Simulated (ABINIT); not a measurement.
**TiSi2: single point with PBE**

The system is TiSi2.

```xyz
3
Lattice="4.3746 0.0000 0.0000 -2.1873 3.7885 0.0000 0.0000 0.0000 2.5610" Properties=species:S:1:pos:R:3 pbc="T T T"
Ti    0.0055   -0.0109    0.0429
Si   -0.0140    2.5697    1.2532
Si    2.1809    1.2566    1.2792
```

The cell was built by a generator and needn't be a form met in nature.

The cell isn't the ideal one: atoms moved at random, drawn with an rms of 0.05 Å.

- Program: ABINIT 10.8.3 (patched build)
- Task: single point
- Functional: PBE
- Potentials or basis: JTH PAW PBE v2.0
- Cutoff: 408 eV
- k mesh: 7 × 7 × 10
- Occupations: fermi-dirac, width 0.05 eV
- Spin: no spin polarisation
- Fine-grid cutoff: 816.342 eV

- Pressure: 0.3 GPa
- Largest force: 0.379 eV/Å
- Band gap on the k mesh: none (metal or under the smearing width)
- Valence electrons inside the program's atomic spheres: Ti 10.30; Si 1.52

Forces in eV/Å, atoms in the order of the input:
```
Ti  -0.065  0.089 -0.125
Si   0.076 -0.353  0.113
Si  -0.012  0.264  0.013
```

Stress tensor (GPa, compression positive):
```
-0.12  0.03  0.09
 0.03  1.57 -0.17
 0.09 -0.17 -0.53
```

Levels at points of the mesh, in eV from the Fermi level:
```tsv
k point	band 7	band 8	band 9	band 10	band 11	band 12	band 13	band 14
(0.00, 0.00, 0.00)	-5.17	-5.09	-1.67	-1.12	-0.82	2.85	2.88	3.34
(0.00, 0.00, 0.50)	-2.39	-2.23	-1.06	-0.88	-0.77	-0.25	-0.18	1.32
```

Run time: 3.3 min on 1 thread of Arm Neoverse V1, with other jobs on the host, peak memory 0.18 GiB.
